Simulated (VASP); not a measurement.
Crystal: ZnS (Wurtzite-6H).

```
Zn S
1.0
     3.81200    0.00000    0.00000
    -1.90600    3.30129    0.00000
     0.00000    0.00000   18.68999
Zn S
6 6
Direct
  0.33333 0.66667 0.83333
  0.66667 0.33333 0.33333
  0.66667 0.33333 0.66667
  0.33333 0.66667 0.16667
  0.00000 0.00000 0.50000
  0.00000 0.00000 0.00000
  0.33333 0.66667 0.95833
  0.66667 0.33333 0.45833
  0.66667 0.33333 0.79167
  0.33333 0.66667 0.29167
  0.00000 0.00000 0.62500
  0.00000 0.00000 0.12500
```

- Program: VASP 6.6.1
- Task: relaxation of cell and atoms
- Functional: RPBE
- Dispersion: D3(BJ)
- Potentials or basis: VASP PAW PBE potentials, release 64 (Zn, S)
- Cutoff: 600 eV
- k mesh: 8 × 8 × 2
- Occupations: fermi-dirac, width 0.05 eV
- Spin: no spin polarisation

At the start: pressure -5.4 GPa; volume 19.60 Å³/atom.

Question: How do energy, volume and symmetry change on relaxing?

Answer: Over 6 steps the energy falls by 26.2 meV/atom and the volume is 18.16 Å³/atom (-7.3 %); space group P6_3mc (No. 186, to 0.05 Å).

The path:
```csv
step,energy change (eV),largest force (eV/Å),pressure (GPa),volume (Å³)
1,0.0000,0.0228,-5.41,235.20
2,-0.2883,0.0098,1.92,213.38
3,-0.3145,0.0130,-0.13,217.92
4,-0.3143,0.0127,0.21,217.58
5,-0.3143,0.0054,-0.16,218.31
6,-0.3145,0.0087,0.02,217.94
```

Final structure:
```
CELL_PARAMETERS angstrom
3.71672 0.00000 0.00000
-1.85836 3.21878 0.00000
0.00000 0.00000 18.21733
ATOMIC_POSITIONS crystal
Zn 0.33333 0.66667 0.83333
Zn 0.66667 0.33333 0.33333
Zn 0.66667 0.33333 0.66667
Zn 0.33333 0.66667 0.16667
Zn 0.00000 0.00000 0.50000
Zn 0.00000 0.00000 0.00000
S 0.33333 0.66667 0.95829
S 0.66667 0.33333 0.45829
S 0.66667 0.33333 0.79165
S 0.33333 0.66667 0.29165
S 0.00000 0.00000 0.62506
S 0.00000 0.00000 0.12506
```

Caveat: the PAW data sets were made with another functional, which shifts forces and pressure a little.
